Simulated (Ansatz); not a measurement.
# Ga2O3 under changes of volume

One of the cells (10.442 Å³/atom); the others are scaled copies at fixed shape and fractional positions:

```
Ga O
1.0
     6.10700   -1.51855    0.00000
     6.10700    1.51855    0.00000
    -1.38599    0.00000    5.63001
Ga O
4 6
Direct
  0.34134 0.34134 0.68598
  0.65866 0.65866 0.31402
  0.90950 0.90950 0.20540
  0.09050 0.09050 0.79460
  0.50410 0.50410 0.74340
  0.49590 0.49590 0.25660
  0.82670 0.82670 0.43680
  0.17330 0.17330 0.56320
  0.83550 0.83550 0.89020
  0.16450 0.16450 0.10980
```

* Program: Ansatz 0.2.0
* Functional: RPBE
* Dispersion: D4
* Potentials or basis: Ansatz PAW
* Cutoff: 420 eV (not typed: the program's choice for these potentials)
* k mesh: 9 × 9 × 5
* Occupations: fermi-dirac, width 0.05 eV
* Spin: no spin polarisation

```csv
volume (Å³/atom),energy over the lowest point (meV/atom),pressure (GPa),gap on the mesh (eV),largest force (eV/Å)
9.816,44.24,18.4,3.12,0.665
10.025,23.80,13.0,2.92,0.529
10.233,?,?,?,?
10.442,2.32,3.8,2.54,0.293
10.651,0.00,-0.1,2.36,0.194
10.860,2.52,-3.7,2.19,0.116
11.069,9.41,-6.8,2.02,0.090
```

Question: What does the run at 10.233 Å³/atom give?

Answer: Energy over the lowest point 10.06 meV/atom; pressure 8.2 GPa; gap on the mesh 2.73 eV; largest force 0.405 eV/Å.

Worked out: A Birch-Murnaghan fit of order 3 (a polynomial in V^(-2/3)) to the other rows has its minimum at 10.64 Å³/atom with B0 = V·E''(V) = 191 GPa and B' = 4.4 at fixed shape and positions, which overstates the stiffness. It gives 10.09 meV/atom at 10.233 Å³/atom, against the run's 10.06, and -dE/dV = 8.2 GPa, against 8.2. A straight line through the other rows of the gap, of slope -9.16 eV per unit of ln V, gives 2.73 eV, against the run's 2.73.

Energies are extrapolated to zero smearing.

Caveats: odd divisions of the mesh miss points on the zone boundary, where band edges often lie, so the gap on the mesh can be too wide; the PAW data sets come from PBE, with cores solved anew for the run's functional, which leaves a small shift of forces and pressure.

A mesh can miss the band edges. Spin-orbit coupling on Ga is left out.
